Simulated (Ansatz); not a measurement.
Wurtzite MgO, relaxed with r2SCAN in Ansatz 0.2.0: it is hexagonal, P6_3mc (No. 186); a = 3.288 Å, c = 5.034 Å in the conventional setting, 11.79 Å³ an atom. Mg is surrounded by 4 O at 1.97–1.99 Å; O is surrounded by 4 Mg at 1.97–1.99 Å. It was then strained (uniaxial along z, other directions held), atoms relaxed again within the symmetry left. Unstrained, HSE06 gives 5.158 eV (Γ, 6×6×4 mesh), and the band edges keep their places in every row. Stress is positive in compression. These are computed values for a spin-unpolarised cell that may be hypothetical; none is a measurement.

Axes as in this cell:
```xyz
4
Lattice="3.2882 0.0000 0.0000 -1.6441 2.8477 0.0000 0.0000 0.0000 5.0344" Properties=species:S:1:pos:R:3 pbc="T T T"
Mg    0.0000    1.8985   -0.0495
Mg    1.6441    0.9492    2.4677
O     0.0000    1.8985    1.9374
O     1.6441    0.9492    4.4546
```

```tsv
strain (%)	ε	ΔE_g, HSE06 (eV)	Δσ_zz, r2SCAN (GPa)
-2.0	-0.0200	+0.036	+2.20
+4.0	+0.0400	-0.092	-5.63
+4.47	+0.0447	-0.104	-6.36
```

(1) Fit ΔE_g = a x + b x² to these rows by least squares, with x = ε.

(2) Fit the change of σ_zz in the same way.

(3) Predict the withheld row at +1.5 % (x = +0.0150).

## Answers

(1) The normal equations take Σx² = 3.998e-03, Σx³ = 1.453e-04, Σx⁴ = 6.712e-06, ΣxΔE = -9.049e-03 and Σx²ΔE = -3.406e-04, and give a = -1.97 eV, b = -8.2 eV; the largest residual is 0.000 eV.

(2) Δσ_zz = -120.2 x + (-502) x² GPa. The slope, 120 GPa, is C₃₃ in these axes.

(3) ΔE_g ≈ -1.97 × (+0.0150) + (-8.2) × (+0.0150)² = -0.031 eV, and Δσ_zz ≈ -1.92 GPa. The runs give -0.031 eV and -1.98 GPa, off by 0.000 eV and -0.06 GPa.
